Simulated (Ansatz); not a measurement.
# Relaxing tellurium (omega (AlB2-type))

The calculation used Ansatz, DFT, RPBE, plane waves (420 eV) with PAW, scalar-relativistic. The PAW files were generated under PBE, with cores re-solved for the functional.

k-point mesh 7×7×9, Fermi-Dirac smearing 0.1 eV, no spin polarisation. Cell and atoms relax.

Starting structure:

```
Te
1.0
     5.46208    0.00000    0.00000
    -2.73104    4.73030    0.00000
     0.00000    0.00000    3.34826
Te
3
Direct
  0.00000 0.00000 0.00000
  0.33333 0.66667 0.50000
  0.66667 0.33333 0.50000
```

The pressure at the start is 1.6 GPa. By how much does the volume change?

From 28.84 to 29.85 Å³ per atom, 3.5 %. The final cell has a = 5.605 Å, c = 3.291 Å (c/a = 0.587).

How much energy does the relaxation gain?

6.6 meV per atom.
